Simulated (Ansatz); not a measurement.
Harmonic frequencies (cm⁻¹) at PBE0-D4/def2-TZVP from Ansatz: 120, 307, 390, 447, 472, 522, 544, 690, 710, 788, 850, 888, 969, 2128, 2165, 2213, 2250, 2688.

Question: Which molecule is it?
A. `FC1N=C=N1`
B. `[BH]1[SiH2][GeH2]1`
C. `C=C1CC1`
D. `C1=C[Se]1`

Answer: B.
